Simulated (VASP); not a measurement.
# Settings for SnSe: self-consistent run

SnSe, Pm (no. 6), 8 atoms in the cell. PBE; PAW potentials Sn_d, Se (PBE set). VASP 6.6.1. The cell is changed on purpose: last atom moved by 0.08 Å along z, cell strained by -1.0% along z.

Wanted: energy within 10 meV/atom; forces within 0.05 eV/Å; stress within 1 GPa; levels at the zone centre within 0.05 eV.

What the run is for: all; Accuracy asked: screening.

Levels at the zone centre: counted from the valence top at that point.

POSCAR:
```
SnSe
1.0
   11.4200000000      0.0000000000      0.0000000000
    0.0000000000      4.1900000000      0.0000000000
    0.0000000000      0.0000000000      4.4154000000
Sn Se
4 4
Direct
    0.8770000000      0.7500000000      0.9090000000
    0.6230000000      0.2500000000      0.4090000000
    0.3770000000      0.7500000000      0.5910000000
    0.1230000000      0.2500000000      0.0910000000
    0.6430000000      0.7500000000      0.9840000000
    0.8570000000      0.2500000000      0.4840000000
    0.1430000000      0.7500000000      0.5160000000
    0.3570000000      0.2500000000      0.0339372200
```

The series start from Plane-wave cutoff (eV): 310; k-point mesh: 2 × 5 × 5; Precision mode (PREC): Accurate; Electronic threshold (eV): 1e-6; Bands in all (NBANDS): 56; Aspherical gradient terms in the spheres (LASPH): yes; Electronic algorithm: ALGO=Normal; Placing of the Fermi level (EFERMI): EFERMI=MIDGAP; Density mixing: defaults. Each series keeps the choices made before it, and each single choice may use up half of a tolerance.

## Plane-wave cutoff (eV)

| Plane-wave cutoff (eV) | Energy less reference (meV/atom) | Forces, largest deviation (eV/Å) | Stress, largest deviation (GPa) | Levels at the zone centre, largest deviation (eV) | SCF iterations | Time (s) |
|---|---|---|---|---|---|---|
| 190 | 96 | 0.018 | 17.6 | 0.004 | 14 | 13 |
| 240 | 2 | 0.004 | 0.6 | 0.001 | 13 | 15 |
| 280 | 1 | 0.003 | 0.1 | 0.001 | 13 | 17 |
| 310 | 1 | 0.003 | 0.3 | 0.000 | 13 | 22 |
| 360 | 1 | 0.002 | 0.2 | 0.000 | 13 | 28 |
| 420 | 0 | 0.001 | 0.0 | 0.000 | 13 | 35 |
| 500 | 0 | 0.001 | 0.0 | 0.000 | 13 | 51 |
| 620 (reference) | 0 | 0.000 | 0.0 | 0.000 | 13 | 69 |

Chosen: 280, the loosest value from which every tighter one stays within half of the tolerance.

## k-point mesh

| k-point mesh | Energy less reference (meV/atom) | Forces, largest deviation (eV/Å) | Stress, largest deviation (GPa) | Levels at the zone centre, largest deviation (eV) | SCF iterations | Time (s) |
|---|---|---|---|---|---|---|
| 1 × 2 × 2 | 166 | 0.742 | 3.8 | 0.066 | 14 | 6.5 |
| 1 × 3 × 3 | 65 | 0.249 | 1.8 | 0.042 | 13 | 6.7 |
| 2 × 4 × 3 | -3 | 0.133 | 0.9 | 0.009 | 13 | 11 |
| 2 × 4 × 4 | -5 | 0.043 | 0.4 | 0.001 | 13 | 16 |
| 2 × 5 × 5 | 3 | 0.026 | 0.1 | 0.003 | 13 | 17 |
| 3 × 7 × 6 | 0 | 0.010 | 0.1 | 0.000 | 13 | 31 |
| 3 × 8 × 8 (reference) | 0 | 0.000 | 0.0 | 0.000 | 13 | 46 |

Chosen: 3 × 7 × 6.

## Precision mode (PREC)

| Precision mode (PREC) | Energy less reference (meV/atom) | Forces, largest deviation (eV/Å) | Stress, largest deviation (GPa) | Levels at the zone centre, largest deviation (eV) | SCF iterations | Time (s) |
|---|---|---|---|---|---|---|
| Low | -2 | 0.045 | 0.1 | 0.001 | 13 | 27 |
| SingleN | -13 | 0.100 | 0.4 | 0.001 | 13 | 24 |
| Normal | 0 | 0.010 | 0.0 | 0.000 | 13 | 25 |
| Accurate (reference) | 0 | 0.000 | 0.0 | 0.000 | 13 | 31 |

Chosen: Normal.

## Electronic threshold (eV)

| Electronic threshold (eV) | Energy less reference (meV/atom) | Forces, largest deviation (eV/Å) | Stress, largest deviation (GPa) | Levels at the zone centre, largest deviation (eV) | SCF iterations | Time (s) |
|---|---|---|---|---|---|---|
| 0.001 | 0 | 0.019 | 0.3 | 0.005 | 9 | 17 |
| 0.0001 | 0 | 0.007 | 0.2 | 0.002 | 10 | 19 |
| 1e-5 | 0 | 0.000 | 0.0 | 0.000 | 13 | 24 |
| 1e-6 | 0 | 0.000 | 0.0 | 0.000 | 13 | 25 |
| 1e-7 | 0 | 0.000 | 0.0 | 0.000 | 16 | 29 |
| 1e-8 (reference) | 0 | 0.000 | 0.0 | 0.000 | 18 | 30 |

Chosen: 0.001.

## Bands in all (NBANDS)

| Bands in all (NBANDS) | Energy less reference (meV/atom) | Forces, largest deviation (eV/Å) | Stress, largest deviation (GPa) | Levels at the zone centre, largest deviation (eV) | SCF iterations | Time (s) |
|---|---|---|---|---|---|---|
| 41 | 0 | 0.008 | 0.2 | 0.002 | 10 | 14 |
| 42 | 0 | 0.008 | 0.2 | 0.002 | 10 | 14 |
| 44 | 0 | 0.007 | 0.2 | 0.003 | 10 | 14 |
| 47 | 0 | 0.002 | 0.1 | 0.001 | 9 | 14 |
| 56 | 0 | 0.002 | 0.1 | 0.000 | 9 | 17 |
| 72 (reference) | 0 | 0.000 | 0.0 | 0.000 | 9 | 21 |

Chosen: 41.

## Aspherical gradient terms in the spheres (LASPH)

| Aspherical gradient terms in the spheres (LASPH) | Energy less reference (meV/atom) | Forces, largest deviation (eV/Å) | Stress, largest deviation (GPa) | Levels at the zone centre, largest deviation (eV) | SCF iterations | Time (s) |
|---|---|---|---|---|---|---|
| no | 0 | 0.002 | 0.0 | 0.000 | 10 | 12 |
| yes (reference) | 0 | 0.000 | 0.0 | 0.000 | 10 | 14 |

Chosen: no.

## Electronic algorithm

| Electronic algorithm | Energy less reference (meV/atom) | Forces, largest deviation (eV/Å) | Stress, largest deviation (GPa) | Levels at the zone centre, largest deviation (eV) | SCF iterations | Time (s) |
|---|---|---|---|---|---|---|
| ALGO=Normal | 0 | 0.000 | 0.0 | 0.000 | 10 | 12 |
| ALGO=Fast | 0 | 0.004 | 1.1 | 0.022 | 11 | 12 |
| ALGO=All ISEARCH=1 | 0 | 0.049 | 0.1 | 0.003 | 14 | 14 |
| ALGO=All ISEARCH=0 | 0 | 0.049 | 0.1 | 0.003 | 14 | 14 |
| ALGO=Damped TIME=0.4 | 0 | 0.329 | 0.1 | 0.003 | 27 | 20 |
| ALGO=Damped TIME=0.1 | 10 | 0.040 | 0.1 | 0.003 | 76 | 47 |

Chosen: ALGO=Normal; no other choice that stays within half of the tolerance saves 30 % of the time.

## Placing of the Fermi level (EFERMI)

| Placing of the Fermi level (EFERMI) | Energy less reference (meV/atom) | Forces, largest deviation (eV/Å) | Stress, largest deviation (GPa) | Levels at the zone centre, largest deviation (eV) | SCF iterations | Time (s) |
|---|---|---|---|---|---|---|
| EFERMI=MIDGAP | 0 | 0.000 | 0.0 | 0.000 | 10 | 12 |
| EFERMI=LEGACY | 0 | 0.000 | 0.0 | 0.000 | 10 | 12 |

Chosen: EFERMI=MIDGAP.

## Density mixing

| Density mixing | Energy less reference (meV/atom) | Forces, largest deviation (eV/Å) | Stress, largest deviation (GPa) | Levels at the zone centre, largest deviation (eV) | SCF iterations | Time (s) |
|---|---|---|---|---|---|---|
| defaults | 0 | 0.000 | 0.0 | 0.000 | 10 | 12 |
| INIMIX=0 | 0 | 0.037 | 0.0 | 0.001 | 11 | 14 |
| MAXMIX=-10 | 0 | 0.000 | 0.0 | 0.000 | 10 | 13 |
| AMIX=0.8 | 0 | 0.010 | 0.1 | 0.002 | 10 | 12 |
| BMIX=2.0 | 0 | 0.005 | 0.4 | 0.002 | 10 | 12 |
| AMIX=0.6 | 0 | 0.015 | 0.0 | 0.001 | 10 | 12 |
| MIXPRE=2 | 0 | 0.004 | 0.0 | 0.001 | 10 | 12 |

Chosen: defaults.

## All choices together

| Input | Energy less reference (meV/atom) | Forces, largest deviation (eV/Å) | Stress, largest deviation (GPa) | Levels at the zone centre, largest deviation (eV) | Time (s) |
|---|---|---|---|---|---|
| the program's defaults (naive) | 4 | 0.156 | 1.1 | 0.016 | 2.9 |
| chosen settings | 0 | 0.020 | 0.1 | 0.004 | 12 |
| reference settings throughout | 0 | 0.000 | 0.0 | 0.000 | 487 |

The tolerance is met.

Values of the reference run: Stress: 4.621, 0, -0.05147, 0, 2.055, 0, -0.05147, 0, 1.978 GPa; Levels at the zone centre: -0.1435, 0, 1.329 eV from the valence top at Gamma.

## The input

INCAR:
```
SYSTEM = SnSe
ALGO = Normal
EDIFF = 0.001
EFERMI = MIDGAP
ENCUT = 280
GGA = PE
GGA_COMPAT = .FALSE.
ISIF = 2
ISMEAR = 0
KPAR = 2
LASPH = .FALSE.
LCHARG = .FALSE.
LREAL = .FALSE.
LWAVE = .FALSE.
NBANDS = 41
NELM = 120
PREC = Normal
SIGMA = 0.03
```

KPOINTS:
```
Automatic mesh
0
Gamma
  3 7 6
  0 0 0
```

Commands:
```
cat potpaw_PBE.64/Sn_d/POTCAR potpaw_PBE.64/Se/POTCAR > POTCAR
mpirun -np 2 vasp_std > vasp.out
```

The chosen input took VASP 6.6.1 12 s on 2 cores (Intel Xeon 6975P-C (Granite Rapids)), a shared host.

## An input that fails: mixing far too strong

VASP's message: ERROR FEXCP: supplied Exchange-correletion table is too small, maximal index : 5371.

Changes against the starting input:
```
- NELM = 120
+ NELM = 50
+ IMIX = 1
+ AMIX = 2.5
+ BMIX = 0.0001
```
